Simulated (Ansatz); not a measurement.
Computed with Ansatz 0.2.0, DFT PBE, scalar-relativistic, plane waves, PAW. All cells share a 420 eV cutoff and Γ-centred k meshes spaced at most about 0.3 Å⁻¹ (about 0.25 or finer for metals, 2π included). No spin polarisation.

Temperature and zero-point effects are left out.

Two forms of SiGe5 were relaxed alike.

A.

```cif
data_structure
_symmetry_space_group_name_H-M 'P-6m2'
_symmetry_Int_Tables_number 187
_cell_length_a 2.9956
_cell_length_b 2.9956
_cell_length_c 14.3510
_cell_angle_alpha 90.000
_cell_angle_beta 90.000
_cell_angle_gamma 120.000
_cell_volume 111.53
loop_
_atom_site_label
_atom_site_type_symbol
_atom_site_symmetry_multiplicity
_atom_site_Wyckoff_symbol
_atom_site_fract_x
_atom_site_fract_y
_atom_site_fract_z
_atom_site_occupancy
Si1 Si 1 a 0.00000 0.00000 0.00000 1
Ge1 Ge 2 h 0.33333 0.66667 0.15590 1
Ge2 Ge 1 d 0.33333 0.66667 0.50000 1
Ge3 Ge 2 g 0.00000 0.00000 0.32935 1
```

B.

```cif
data_structure
_symmetry_space_group_name_H-M 'P-62m'
_symmetry_Int_Tables_number 189
_cell_length_a 5.0718
_cell_length_b 5.0718
_cell_length_c 5.0318
_cell_angle_alpha 90.000
_cell_angle_beta 90.000
_cell_angle_gamma 120.000
_cell_volume 112.09
loop_
_atom_site_label
_atom_site_type_symbol
_atom_site_symmetry_multiplicity
_atom_site_Wyckoff_symbol
_atom_site_fract_x
_atom_site_fract_y
_atom_site_fract_z
_atom_site_occupancy
Si1 Si 1 a 0.00000 0.00000 0.00000 1
Ge1 Ge 2 c 0.33333 0.66667 0.00000 1
Ge2 Ge 3 g 0.67257 0.67257 0.50000 1
```

Problem. Which arrangement of the elements on these sites is preferred, and by what margin?

Solution. A is lower, by 13 meV/atom. The two share one framework of sites and differ in which element sits where. A has Si and Ge ordered on hcp sites, space group P-6m2 (No. 187), 18.6 Å³/atom and no gap on its mesh; B has Si and Ge ordered on hcp sites, space group P-62m (No. 189), 18.7 Å³/atom and no gap. Counting Ge atoms around Si (those within 1.25 times the shortest such distance or 1.15 times the sum of covalent radii; the shortest distance is added where it is long for a bond), A has Si 6 from 2.8 Å and B has Si 12 from 2.9 Å. Even the lower one lies +0.38 eV/atom against the reference forms of the elements (uncorrected), so neither is stable at this level. In A, around Si lie 6 Ge at 2.83 Å and 6 Si at 3.00 Å; Ge on a site of symmetry 3m is surrounded by 3 Si at 2.83 Å and 9 Ge at 3.00–3.03 Å; around Ge on a site of symmetry -6m2 lie 12 Ge at 3.00 Å; 1 more site not described. In B, Si has 12 Ge at 2.93–3.01 Å; Ge on a site of symmetry -6 has 9 Ge at 2.93–3.04 Å and 3 Si at 2.93 Å; Ge on a site of symmetry m2m has 10 Ge at 2.88–3.04 Å and 2 Si at 3.01 Å. Both come from invented guesses.

The k mesh leaves some 4 meV/atom of noise in the energy of each metallic cell. Cells relaxed within their symmetry can be saddle points.
